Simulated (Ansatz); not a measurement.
## W (dhcp): energy against volume

Level of theory: DFT, RPBE, plane waves (420 eV) with PAW, scalar-relativistic (Ansatz). The PAW files were generated under PBE, with cores re-solved for the functional.

The cell is scaled uniformly from the relaxed one, with fractional coordinates and shape fixed. Energies are extrapolated to zero smearing, pressures are those at the given smearing. Magnetic state: spin not included.

A Birch-Murnaghan fit gives V₀ = 16.70 Å³/atom, B₀ = 273 GPa, B₀′ = 4.1.

(1) What are the energy above the minimum and the pressure at 14.707 Å³/atom?

(2) What are the energy above the minimum and the pressure at 16.044 Å³/atom?

(3) What are the energy above the minimum and the pressure at 18.050 Å³/atom?

Results:

(1) 251.8 meV/atom and 45.06 GPa as computed.

(2) 23.6 meV/atom and 12.08 GPa as computed.

(3) 81.2 meV/atom and -17.89 GPa as computed.
